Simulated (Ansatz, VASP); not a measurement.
## BP in VASP and in Ansatz

```
CELL_PARAMETERS angstrom
0.00000 2.26900 2.26900
2.26900 0.00000 2.26900
2.26900 2.26900 0.00000
ATOMIC_POSITIONS crystal
P 0.75000 0.75000 0.75000
B 0.00000 0.00000 0.00000
```

Alike in both runs: task relaxation of cell and atoms; functional BLYP; k mesh 10 × 10 × 10; occupations fermi-dirac, width 0.05 eV; no spin polarisation.

|  | VASP | Ansatz |
| --- | --- | --- |
| version | VASP 6.6.1 | Ansatz 0.2.0 |
| potentials or method | VASP PAW PBE potentials, release 64 (P, B), cutoff 600 eV | all-electron LAPW, scalar-relativistic |

Ansatz gave:

```
relaxed volume (Å³/atom)                                     : 12.14
relaxed cell length with the largest relative difference (Å) : 3.250
energy change over the relaxation (meV/atom)                 : -8
```

Question: Which values does VASP return?

Answer: Relaxed volume (Å³/atom): 12.12; relaxed cell length with the largest relative difference (Å): 3.249; energy change over the relaxation (meV/atom): -8.

Ansatz ran all-electron here, so the differences hold the error of VASP's frozen core and of both bases.

Caveats: the PAW data sets were made with another functional, which shifts forces and pressure a little (VASP). A k mesh can miss the band edges. BLYP gives volumes clearly too large for solids.
